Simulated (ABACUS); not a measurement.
**Sc in ABACUS: the effect of functional**

Crystal: Sc.

```
Sc
1.0
     3.28679    0.00000    0.00000
    -1.64340    2.84644    0.00000
     0.00000    0.00000    5.23791
Sc
2
Direct
  0.66667 0.33333 0.75000
  0.33333 0.66667 0.25000
```

The cell isn't the ideal one: volume scaled by 0.98.

Alike in all runs:

```yaml
Program: ABACUS 3.10.1
Task: equation of state
Potentials_or_basis: SG15 ONCV 1.2 PBE
Cutoff: 1075 eV
Density_cutoff: 4299 eV
Basis: plane waves
k_mesh: 6 × 6 × 4
Occupations: fermi-dirac, width 0.05 eV
Spin: no spin polarisation
```

| functional | pressure (GPa) |
| --- | --- |
| LDA | -4.3 |
| PBEsol | -1.7 |
| RPBE | 2.5 |
| revPBE | 1.9 |
| TPSS | 0.0 |
| r2SCAN | ? |

**Question.** What does the run with functional r2SCAN give?

**Answer.** Pressure 0.9 GPa.

Caveats: all runs use coarse meshes; the potentials were made for another functional, which shifts forces and pressure.

Runs at the PBE level aren't shown here.
